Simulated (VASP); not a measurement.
A run of VASP 6.6.1 is set up as follows.

Contents of INCAR:

```
SYSTEM = PtS2
PREC     = Accurate       ! precision mode
ENCUT    = 600            ! plane-wave cutoff, eV
EDIFF    = 1E-7           ! SCF threshold, eV
ISMEAR   = 0              ! smearing method
SIGMA    = 0.03           ! smearing width, eV
LREAL    = .False.        ! projectors in reciprocal space
LASPH    = .True.         ! aspherical terms in the spheres
NELM     = 80             ! most SCF steps
ALGO     = Normal         ! electronic algorithm
ISIF     = 3              ! what is computed and relaxed
LWAVE    = .False.        ! write WAVECAR
LCHARG   = .False.        ! write CHGCAR
GGA      = PS             ! functional
IBRION   = 2              ! ionic algorithm
NSW      = 90             ! ionic steps
EDIFFG   = -0.005         ! ionic threshold
```

KPOINTS

```
Automatic mesh
0
Gamma
  9 9 5
  0 0 0
```

Contents of POSCAR:

```
PtS2                                    
1.0
    3.5664071049      0.0000000000      0.0000000000
   -1.7832035525      3.0885991531     -0.0000000000
    0.0000000000     -0.0000000000      4.8157167708
  Pt              S             
     1     2
Direct
     0.0000000000000000    0.0000000000000000    0.0000000000000000
     0.3333333332999970    0.6666666667000030    0.2488649852063705
     0.6666666667000030    0.3333333332999970    0.7511350147936293
```

Potentials or basis: VASP PAW PBE potentials, release 64 (Pt, S).

Launch:

```sh
$ cat potpaw_PBE.64/Pt/POTCAR potpaw_PBE.64/S/POTCAR > POTCAR
$ mpirun -np 1 vasp_std > vasp.out
```

**Question.** Estimate the relaxed cell.

**Answer.** a = 3.566 Å, b = 3.566 Å, c = 4.815 Å, α = 90.00°, β = 90.00°, γ = 120.00°.

**Question.** What does it give for the relaxed volume?

**Answer.** 17.68 Å³/atom.

Final structure:
```yaml
crystal:
  lattice:
    - [3.56629, 0.00000, 0.00000]
    - [-1.78314, 3.08850, 0.00000]
    - [0.00000, 0.00000, 4.81465]
  atoms:
    - { symbol: Pt, position: [0.00000, 0.00000, 0.00000] }
    - { symbol: S, position: [0.33333, 0.66667, 0.24883] }
    - { symbol: S, position: [0.66667, 0.33333, 0.75117] }
```

Caveat: the PAW data sets were made with another functional, which shifts forces and pressure a little.
